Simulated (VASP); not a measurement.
# Ge (P6_3/mmc) in VASP: notebook

Runs on Ge. Level: r2SCAN. Tasks: single point.

Everything below comes from runs of VASP 6.6.1. Logs are shortened: lines on timing, memory, paths and dates and some standing lists are left out, and cuts for length are marked.

## 1. The crystal as given

The structure is hexagonal, space group P6_3/mmc (No. 194). Conventional cell: a = 3.998 Å, b = 3.998 Å, c = 6.599 Å, α = 90.00°, β = 90.00°, γ = 120.00°. Ge (site symmetry 3m) has 4 Ge at 2.45 to 2.47 Å as nearest neighbours.

This isn't the form of Ge at room conditions, which is diamond.

## 2. Single point, r2SCAN

INCAR reads:

```
SYSTEM = Ge
ADDGRID = .False.
ALGO = Normal
EDIFF = 1E-4
ENCUT = 400
ISIF = 2
ISMEAR = 0
LASPH = .True.
LCHARG = .False.
LMIXTAU = .True.
LREAL = Auto
LWAVE = .False.
METAGGA = R2SCAN
NBANDS = 36
NELM = 100
PREC = Normal
SIGMA = 0.05
```

KPOINTS reads:

```
k-points
0
Gamma
  4 4 2
  0 0 0
```

POSCAR reads:

```
Ge
1.0
    3.9975858431      0.0000000000      0.0000000000
   -1.9987929216      3.4620108940      0.0000000000
    0.0000000000      0.0000000000      6.5993779500
Ge
4
Direct
    0.3333333333      0.6666666667      0.9370987500
    0.6666666667      0.3333333333      0.4370987500
    0.3333333333      0.6666666667      0.5629012500
    0.6666666667      0.3333333333      0.0629012500
```

Potentials or basis: VASP PAW PBE potentials, release 64 (Ge_d).

The run is started by

```bash
$ cat potpaw_PBE.64/Ge_d/POTCAR > POTCAR
$ mpirun -np 1 vasp_std > vasp.out
```

OUTCAR:

```text
SYSTEM = Ge
   EDIFF = 1E-4
   ENCUT = 400
   ISIF = 2
   ISMEAR = 0
   LASPH = .True.
   LREAL = Auto
   METAGGA = R2SCAN
   NELM = 100
   PREC = Normal

 Found      8 irreducible k-points:

 Following reciprocal coordinates:
            Coordinates               Weight
  0.000000  0.000000  0.000000      1.000000
  0.250000  0.000000  0.000000      6.000000
  0.500000  0.000000  0.000000      3.000000
  0.250000  0.250000  0.000000      6.000000
  0.000000  0.000000  0.500000      1.000000
  0.250000  0.000000  0.500000      6.000000
   k-points           NKPTS =      8   k-points in BZ     NKDIM =      8   number of bands    NBANDS=     36
   number of dos      NEDOS =    301   number of ions     NIONS =      4
   total plane-waves  NPLWV =  12800
   dimension x,y,z NGX =    20 NGY =   20 NGZ =   32
   dimension x,y,z NGXF=    40 NGYF=   40 NGZF=   64
   ions per type =               4
   NGX,Y,Z   is equivalent  to a cutoff of   8.32,  8.32,  8.06 a.u.
   NGXF,Y,Z  is equivalent  to a cutoff of  16.63, 16.63, 16.12 a.u.
 SYSTEM =  Ge
   PREC   = normal    normal or accurate (medium, high low for compatibility)
   ISTART =      0    job   : 0-new  1-cont  2-samecut
   ICHARG =      2    charge: 1-file 2-atom 10-const
   ISPIN  =      1    spin polarized calculation?
   LNONCOLLINEAR =      F non collinear calculations
   LSORBIT =      F    spin-orbit coupling
   LASPH  =      T    aspherical Exc in radial PAW
   ENCUT  =  400.0 eV  29.40 Ry    5.42 a.u.   6.52  6.52 10.76*2*pi/ulx,y,z
   NELM   =    100;   NELMIN=  2; NELMDL= -5     # of ELM steps
   EDIFF  = 0.1E-03   stopping-criterion for ELM
   LREAL  =      T    real-space projection
   EDIFFG = 0.1E-02   stopping-criterion for IOM
   NSW    =      0    number of steps for IOM
   IBRION =     -1    ionic relax: 0-MD 1-quasi-New 2-CG
   NFREE  =      0    steps in history (QN), initial steepest desc. (CG)
   ISIF   =      2    stress and relaxation
   ISYM   =      2    0-nonsym 1-usesym 2-fastsym
   POTIM  = 0.5000    time-step for ionic-motion
   TEBEG  =    0.0;   TEEND  =   0.0 temperature during run
   PSTRESS=    0.0 pullay stress
   NELECT =      56.0000    total number of electrons
   NUPDOWN=      -1.0000    fix difference up-down
   EMIN   =  10.00;   EMAX   =-10.00  energy-range for DOS
   EFERMI =   0.00;   METHOD = LEGACY
   ISMEAR =     0;   SIGMA  =   0.05  broadening in eV -4-tet -1-fermi 0-gaus
   EFERMI_NEDOS =   21; number of points for ismear=-14 and -15
   IALGO  =     38    algorithm
   IMIX   =      4    mixing-type and parameters
     AMIX     =   0.40;   BMIX     =  1.00
     AMIX_MAG =   1.60;   BMIX_MAG =  1.00
  volume/ion in A,a.u.               =      22.83       154.09
  Fermi-wavevector in a.u.,A,eV,Ry     =   1.390789  2.628209 26.317650  1.934293
  Thomas-Fermi vector in A             =   2.514690
   LORBIT       =      0    0 simple, 1 ext, 2 COOP (PROOUT), +10 PAW based schemes
   METAGGA = R2SCAN    functional components
   LHFCALC =     F    Hartree Fock is set to
   AEXX    =    0.0000 exact exchange contribution
   IVDW    =     0    specifies the selected vdW correction
   LEPSILON=     F    determine dielectric tensor
   LRPA    =     F    only Hartree local field effects (RPA)
 non-spin polarized calculation
 Gauss-broadening in eV      SIGMA  =   0.05
  energy-cutoff  :      400.00
  volume of cell :       91.33
 maximum number of plane-waves:      1690
   NGX = 13   NGY = 13   NGZ = 21

 number of electron      55.9999749 magnetization

 Free energy of the ion-electron system (eV)
  ---------------------------------------------------
  ext. energy  EPLUGINS =         0.00000000
  ---------------------------------------------------
  free energy    TOTEN  =       -55.18288226 eV

  energy without entropy =      -55.18127284  energy(sigma->0) =      -55.18207755

 E-fermi :   4.9465     XC(G=0): -10.7589

 val. band max:        4.9059243587   @ k =   0.0000   0.0000   0.0000
 cond. band min:       4.9704156338   @ k =   0.0000   0.0000   0.0000
 fundamental gap:      0.0644912751
 Fermi energy:         4.9464993172

 k-point     1 :       0.0000    0.0000    0.0000
  band No.  band energies     occupation
      1     -20.7772      2.00000
      2     -20.7771      2.00000
      3     -20.7452      2.00000
      4     -20.7358      2.00000
      5     -20.7357      2.00000
      6     -20.7320      2.00000
[... 28 lines left out ...]
     35       9.6055      0.00000
     36      11.4807      0.00000

 k-point     2 :       0.2500    0.0000    0.0000
  band No.  band energies     occupation
      1     -20.7992      2.00000
      2     -20.7837      2.00000
      3     -20.7680      2.00000
      4     -20.7492      2.00000
      5     -20.7309      2.00000
      6     -20.7030      2.00000
[... 28 lines left out ...]
     35      11.6180      0.00000
     36      11.9487      0.00000

 k-point     3 :       0.5000    0.0000    0.0000
  band No.  band energies     occupation
      1     -20.7963      2.00000
      2     -20.7899      2.00000
      3     -20.7850      2.00000
      4     -20.7560      2.00000
      5     -20.7088      2.00000
      6     -20.6902      2.00000
[... 28 lines left out ...]
     35      12.7935      0.00000
     36      13.5173      0.00000

 k-point     4 :       0.2500    0.2500    0.0000
  band No.  band energies     occupation
      1     -20.7993      2.00000
      2     -20.7981      2.00000
      3     -20.7854      2.00000
      4     -20.7715      2.00000
      5     -20.6897      2.00000
      6     -20.6712      2.00000
[... 28 lines left out ...]
     35      11.1818      0.00000
     36      12.0433      0.00000

 k-point     5 :       0.0000    0.0000    0.5000
  band No.  band energies     occupation
      1     -20.7609      2.00000
      2     -20.7609      2.00000
      3     -20.7609      2.00000
      4     -20.7609      2.00000
      5     -20.7372      2.00000
      6     -20.7372      2.00000
[... 28 lines left out ...]
     35      10.8295      0.00000
     36      10.8295      0.00000

 k-point     6 :       0.2500    0.0000    0.5000
  band No.  band energies     occupation
      1     -20.7743      2.00000
      2     -20.7743      2.00000
      3     -20.7688      2.00000
      4     -20.7688      2.00000
      5     -20.7280      2.00000
      6     -20.7280      2.00000
[... 28 lines left out ...]
     35      10.8974      0.00000
     36      10.8974      0.00000

 [... further k-points ...]

------------------------ aborting loop because EDIFF is reached ----------------------------------------

  FORCE on cell =-STRESS in cart. coord.  units (eV):
  Direction    XX          YY          ZZ          XY          YZ          ZX
  --------------------------------------------------------------------------------------
  -------------------------------------------------------------------------------------
  Total        0.1455374      0.1455374     -0.9064368     -0.0000000      0.0000000      0.0000000
  in kB        2.5530306      2.5530306    -15.9007958     -0.0000000      0.0000000      0.0000000
  external PRESSURE =      -3.5982449 kB  Pullay stress =       0.0000000 kB

 VOLUME and BASIS-vectors are now :
 -----------------------------------------------------------------------------
  energy-cutoff  :      400.00
  volume of cell :       91.33
      direct lattice vectors                 reciprocal lattice vectors
     3.997585843  0.000000000  0.000000000     0.250150976  0.144424733  0.000000000
    -1.998792922  3.462010894  0.000000000     0.000000000  0.288849467  0.000000000
     0.000000000  0.000000000  6.599377950     0.000000000  0.000000000  0.151529433

 POSITION                                       TOTAL-FORCE (eV/Angst)
 -----------------------------------------------------------------------------------
     -0.00000      2.30801      6.18427         0.000000     -0.000000      0.001262
      1.99879      1.15400      2.88458        -0.000000      0.000000      0.001262
     -0.00000      2.30801      3.71480         0.000000      0.000000     -0.001262
      1.99879      1.15400      0.41511        -0.000000     -0.000000     -0.001262
 -----------------------------------------------------------------------------------
    total drift:                               -0.000000      0.000000     -0.000000

  FREE ENERGIE OF THE ION-ELECTRON SYSTEM (eV)
  ---------------------------------------------------
  free  energy   TOTEN  =       -55.1828822586 eV

  energy  without entropy=      -55.1812728401  energy(sigma->0) =      -55.18207755
```

OSZICAR:

```text
N       E                     dE             d eps       ncg     rms          rms(c)
DAV:   1     0.430462203392E+03    0.43046E+03   -0.25249E+04   656   0.389E+03
DAV:   2     0.174686272797E+02   -0.41299E+03   -0.40315E+03   576   0.745E+02
DAV:   3    -0.568206989509E+02   -0.74289E+02   -0.73559E+02   660   0.193E+02
[... 12 lines left out ...]
DAV:  16    -0.551823490420E+02   -0.18088E-02   -0.33213E-04   456   0.108E-01    0.241E-02
DAV:  17    -0.551808435835E+02    0.15055E-02   -0.22855E-04   448   0.850E-02    0.267E-02
DAV:  18    -0.551826207611E+02   -0.17772E-02   -0.37591E-04   448   0.102E-01    0.167E-02
DAV:  19    -0.551828446225E+02   -0.22386E-03   -0.78998E-05   408   0.675E-02    0.747E-03
DAV:  20    -0.551828822586E+02   -0.37636E-04   -0.17251E-05   296   0.344E-02
   1 F= -.55182882E+02 E0= -.55182078E+02  d E =-.160942E-02
```

Wall time 33 s (1 thread of Intel Xeon 6975P-C (Granite Rapids), shared host); peak memory 0.14 GiB.

These settings aren't checked as converged: the numbers below hold their error.

What came out:

| Item | Value |
| --- | --- |
| Free energy | -55.1829 eV |
| Pressure | -0.4 GPa |
| Band gap on the k mesh | 0.06 eV, direct |

Caveat: the k mesh is coarse (spacing up to 0.48 Å⁻¹), so the values aren't converged; the PAW data sets were made with another functional, which shifts forces and pressure a little.

## 3. Single point, r2SCAN

INCAR reads:

```
SYSTEM = Ge
ADDGRID = .False.
ALGO = Normal
EDIFF = 1E-6
ENCUT = 600
ISIF = 2
ISMEAR = 0
LASPH = .True.
LCHARG = .False.
LMIXTAU = .True.
LREAL = .False.
LWAVE = .False.
METAGGA = R2SCAN
NBANDS = 36
NELM = 100
PREC = Accurate
SIGMA = 0.05
```

KPOINTS reads:

```
k-points
0
Gamma
  3 3 2
  0 0 0
```

POSCAR is that of step 2.

Potentials or basis: VASP PAW PBE potentials, release 64 (Ge_d).

The run is started by

```bash
$ cat potpaw_PBE.64/Ge_d/POTCAR > POTCAR
$ mpirun -np 1 vasp_std > vasp.out
```

OUTCAR:

```text
SYSTEM = Ge
   EDIFF = 1E-6
   ENCUT = 600
   ISIF = 2
   ISMEAR = 0
   LASPH = .True.
   LREAL = .False.
   METAGGA = R2SCAN
   NELM = 100
   PREC = Accurate

 Found      6 irreducible k-points:

 Following reciprocal coordinates:
            Coordinates               Weight
  0.000000  0.000000  0.000000      1.000000
  0.333333  0.000000  0.000000      6.000000
  0.333333  0.333333  0.000000      2.000000
  0.000000  0.000000  0.500000      1.000000
  0.333333  0.000000  0.500000      6.000000
  0.333333  0.333333  0.500000      2.000000
[... 312 lines left out ...]
  Direction    XX          YY          ZZ          XY          YZ          ZX
  --------------------------------------------------------------------------------------
  -------------------------------------------------------------------------------------
  Total        1.0710746      1.0710746     -1.1543175     -0.0000000      0.0000000      0.0000000
  in kB       18.7888873     18.7888873    -20.2491423     -0.0000000      0.0000000      0.0000000
  external PRESSURE =       5.7762107 kB  Pullay stress =       0.0000000 kB

 VOLUME and BASIS-vectors are now :
 -----------------------------------------------------------------------------
  energy-cutoff  :      600.00
  volume of cell :       91.33
      direct lattice vectors                 reciprocal lattice vectors
     3.997585843  0.000000000  0.000000000     0.250150976  0.144424733  0.000000000
    -1.998792922  3.462010894  0.000000000     0.000000000  0.288849467  0.000000000
     0.000000000  0.000000000  6.599377950     0.000000000  0.000000000  0.151529433

 POSITION                                       TOTAL-FORCE (eV/Angst)
 -----------------------------------------------------------------------------------
     -0.00000      2.30801      6.18427        -0.000000     -0.000000     -0.006346
      1.99879      1.15400      2.88458         0.000000      0.000000     -0.006346
     -0.00000      2.30801      3.71480        -0.000000      0.000000      0.006346
      1.99879      1.15400      0.41511         0.000000      0.000000      0.006346
 -----------------------------------------------------------------------------------
    total drift:                               -0.000000      0.000000     -0.000000

  FREE ENERGIE OF THE ION-ELECTRON SYSTEM (eV)
  ---------------------------------------------------
  free  energy   TOTEN  =       -54.6781192572 eV

  energy  without entropy=      -54.6753777371  energy(sigma->0) =      -54.67674850
```

OSZICAR:

```text
N       E                     dE             d eps       ncg     rms          rms(c)
DAV:   1     0.506057438470E+03    0.50606E+03   -0.31078E+04   508   0.480E+03
DAV:   2     0.367113816516E+02   -0.46935E+03   -0.45826E+03   432   0.918E+02
DAV:   3    -0.544435002697E+02   -0.91155E+02   -0.89927E+02   480   0.226E+02
[... 17 lines left out ...]
DAV:  21    -0.546781104621E+02   -0.55987E-05   -0.12280E-05   344   0.342E-02    0.408E-03
DAV:  22    -0.546781137330E+02   -0.32709E-05   -0.14678E-06   344   0.843E-03    0.233E-03
DAV:  23    -0.546781177047E+02   -0.39717E-05   -0.48032E-07   268   0.510E-03    0.229E-03
DAV:  24    -0.546781192868E+02   -0.15822E-05   -0.54914E-07   268   0.792E-03    0.258E-04
DAV:  25    -0.546781192572E+02    0.29622E-07   -0.10479E-07   216   0.385E-03
   1 F= -.54678119E+02 E0= -.54676748E+02  d E =-.274152E-02
```

stdout:

```text
POSCAR found type information on POSCAR Ge
 POSCAR found :  1 types and       4 ions
 scaLAPACK will be used
 -----------------------------------------------------------------------------
|                                                                             |
|                                                                             |
|     You enforced a specific xc type in the INCAR file but a different       |
|     I HOPE YOU KNOW WHAT YOU ARE DOING!                                     |
|                                                                             |
 -----------------------------------------------------------------------------

 LDA part: xc-table for (None), standard interpolation
 POSCAR, INCAR and KPOINTS ok, starting setup
 FFT: planning ... GRIDC
 FFT: planning ... GRID_SOFT
 FFT: planning ... GRID
 WAVECAR not read
 entering main loop
```

It took 71 s on 1 thread of Intel Xeon 6975P-C (Granite Rapids), shared host; peak memory 0.24 GiB.

These settings aren't checked as converged: the numbers below hold their error.

Results:

* Free energy: -54.6781 eV
* Pressure: 0.6 GPa
* Largest force: 0.006 eV/Å
* Band gap on the k mesh: 0.07 eV, direct

Caveat: the k mesh is coarse (spacing up to 0.60 Å⁻¹), so the values aren't converged; the PAW data sets were made with another functional, which shifts forces and pressure a little.
